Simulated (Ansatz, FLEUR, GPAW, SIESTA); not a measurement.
GaAs: 4 runs at one level of theory

```xyz
2
Lattice="0.0000 2.8268 2.8268 2.8268 0.0000 2.8268 2.8268 2.8268 0.0000" Properties=species:S:1:pos:R:3 pbc="T T T"
As    4.2403    4.2403    4.2403
Ga    0.0000    0.0000    0.0000
```

Alike in all runs: task band structure; functional BLYP; k mesh 8 × 8 × 8; occupations fermi-dirac, width 0.05 eV; no spin polarisation; no spin-orbit coupling. Pressure is positive in compression and, in plane waves, holds the error of the finite cutoff. Gaps are the smaller of the mesh's and the band path's.

| program and potentials | plane-wave cutoff (eV) | notes | band gap (eV) | pressure (GPa) |
| --- | --- | --- | --- | --- |
| SIESTA, files PseudoDojo sr-pbe-0.4.1-standard, DZP (energy shift 0.003 Ry; two zetas on semicore shells) | - | atomic basis; potentials made for PBE; 14 valence electrons an atom on average | 0.46 | 6.76 |
| GPAW, PAW data sets generated for this functional | 600 | 4 valence electrons an atom on average | 0.43 | 7.71 |
| Ansatz, all-electron LAPW, scalar-relativistic | - | - | 0.35 | 6.87 |
| FLEUR, all-electron, FLAPW | - | - | 0.35 | - |

The band gap spans 0.35 (Ansatz, all-electron LAPW, scalar-relativistic) to 0.46 eV (SIESTA, files PseudoDojo sr-pbe-0.4.1-standard, DZP (energy shift 0.003 Ry; two zetas on semicore shells)), with all-electron results at 0.35. The pressure spans 6.76 (SIESTA, files PseudoDojo sr-pbe-0.4.1-standard, DZP (energy shift 0.003 Ry; two zetas on semicore shells)) to 7.71 GPa (GPAW, PAW data sets generated for this functional), with all-electron results at 6.87. Spin-orbit coupling, left out here, moves the band edges of heavy atoms. Rows in atomic bases carry the error of their basis and grid, which can be large.

Differences between rows come from potentials, basis sets and numerical settings, since the functional is the same but for its coding. Runs on potential files found faulty are left out.

All four runs make GaAs a semiconductor with a gap far below the measured one. The gap separates As 4p valence states from a conduction-band minimum of antibonding s character, largely on Ga. The shortfall is the familiar one of semilocal functionals, whose Kohn-Sham gap lacks the derivative discontinuity of the exchange-correlation potential. The two all-electron codes agree at 0.35 eV, so the error lies mainly with BLYP and not with the numerical treatment; the higher GPAW value may reflect Ga 3d electrons kept in the core, where they can't push up the valence-band top.

The pressure is clearly positive in every row that reports it, although the cell is close to the experimental one. BLYP therefore underbinds the crystal and would favour a larger lattice constant, as it commonly does in covalent semiconductors. Because expansion lowers the antibonding s state relative to the valence-band top, relaxing the cell would probably narrow the gap further. The closeness to the experimental volume thus flatters the functional's gap.
